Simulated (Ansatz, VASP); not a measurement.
# Two plane-wave programs on F2CH2

INCAR

```
PREC     = Accurate       # precision mode
ENCUT    = 520            # plane-wave cutoff, eV
EDIFF    = 1E-6           # SCF threshold, eV
ISMEAR   = 0              # smearing method
SIGMA    = 0.05           # smearing width, eV
LREAL    = F              # projectors in reciprocal space
LASPH    = T              # aspherical terms in the spheres
NELM     = 80             # most SCF steps
ALGO     = Normal         # electronic algorithm
ISIF     = 2              # what is computed and relaxed
LWAVE    = F              # write WAVECAR
LCHARG   = F              # write CHGCAR
LDIPOL   = T            
IDIPOL   = 3            
DIPOL    = 0.5 0.5 0.622
GGA      = PE             # functional
IVDW     = 12             # dispersion correction
NBANDS   = 18             # bands
```

KPOINTS

```
regular mesh
0
Gamma
  3 3 1
```

POSCAR

```
H2CF2
1.0
    6.3058975174      0.0000000000      0.0000000000
   -3.1529487587      5.4610674438      0.0000000000
    0.0000000000      0.0000000000     23.3832323976
F C H
2 1 2
Direct
    0.7287494322      0.0370919623      0.6553339957
    1.0106048866      0.0136038070      0.6029427015
    0.9291767679      0.1678747856      0.6210916136
    1.0749971168      0.3161934165      0.6463358911
    0.8732753633      0.2328334666      0.5834576674
```

Input for Ansatz:

```yaml
crystal:
  lattice:
    - [6.3058975174, 0.0, 0.0]
    - [-3.1529487587, 5.4610674438, 0.0]
    - [0.0, 0.0, 23.3832323976]
  atoms:
    - { symbol: F, position: [0.7287494322, 0.0370919623, 0.6553339957] }
    - { symbol: C, position: [0.9291767679, 0.1678747856, 0.6210916136] }
    - { symbol: F, position: [1.0106048866, 0.013603807, 0.6029427015] }
    - { symbol: H, position: [1.0749971168, 0.3161934165, 0.6463358911] }
    - { symbol: H, position: [0.8732753633, 0.2328334666, 0.5834576674] }
basis:
  ecutwfc: 420
kpoints:
  mp_grid: { grid: [3, 3, 1] }
hamiltonian:
  xc: pbe
  dispersion: d3bj
scf:
  occupations: { method: gaussian, width: 0.05 }
output:
  forces: true
  eigenvalues: true
  write_density: true
  volumetric_format: npy
efield:
  axis: 3
  dipole_correction: true
  ramp_width: 0.04
```

Alike in both runs: task single point; functional PBE; dispersion D3(BJ); k mesh 3 × 3 × 1; occupations gaussian, width 0.05 eV; no spin polarisation.

|  | VASP | Ansatz |
| --- | --- | --- |
| version | VASP 6.6.1 | Ansatz 0.2.0 |
| potentials or method | VASP PAW PBE potentials, release 64 (F, C, H) | scalar-relativistic, plane waves, PAW |
| plane-wave cutoff (eV) | 520 | 420 |
| valence electrons in the cell | 20 | 20 |

Ansatz gave:

| Item | Value |
| --- | --- |
| gap on the k mesh at the Fermi level (eV) | 7.13 |
| least direct gap on the mesh (eV) | 7.13 |
| rms of the force components (eV/Å) | 0.017 |

**Question.** What did VASP give for the same quantities?

**Answer.** gap on the k mesh at the Fermi level (eV): 7.14; least direct gap on the mesh (eV): 7.14; rms of the force components (eV/Å): 0.164.

One of these differences is far larger than is usual between the two programs; its cause wasn't traced.

As with any semilocal functional, this PBE gap is likely too small.
